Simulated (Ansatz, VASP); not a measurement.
**AlRu in VASP and in Ansatz**

```xyz
2
Lattice="2.9318 0.0000 0.0000 0.0000 2.9916 0.0000 0.0000 0.0000 2.9916" Properties=species:S:1:pos:R:3 pbc="T T T"
Al    0.0000    0.0000    0.0000
Ru    1.4659    1.4958    1.4958
```

Change from the starting cell: strain -0.0200 x Voigt [1, 0, 0, 0, 0, 0], atoms carried along.

Alike in both runs: task single point; functional PBE; k mesh 16 × 16 × 16; occupations gaussian, width 0.15 eV; no spin polarisation.

|  | VASP | Ansatz |
| --- | --- | --- |
| version | VASP 6.6.1 | Ansatz 0.2.0 |
| potentials or method | VASP PAW PBE potentials, release 64 (Al, Ru_pv) | scalar-relativistic, plane waves, PAW |
| plane-wave cutoff (eV) | 520 | 420 |
| valence electrons in the cell | 17 | 19 |

Ansatz gave:

| Item | Value |
| --- | --- |
| gap on the k mesh at the Fermi level (eV) | none |
| pressure (GPa) | 7.2 |
| largest component of the traceless stress (GPa) | 2.51 |

**Question.** Which values does VASP return?

**Answer.** gap on the k mesh at the Fermi level (eV): none; pressure (GPa): 7.2; largest component of the traceless stress (GPa): 2.52.

A gap of «none» marks a metal or a gap that the smearing closes. The two sets of potentials don't hold the same shells in valence.
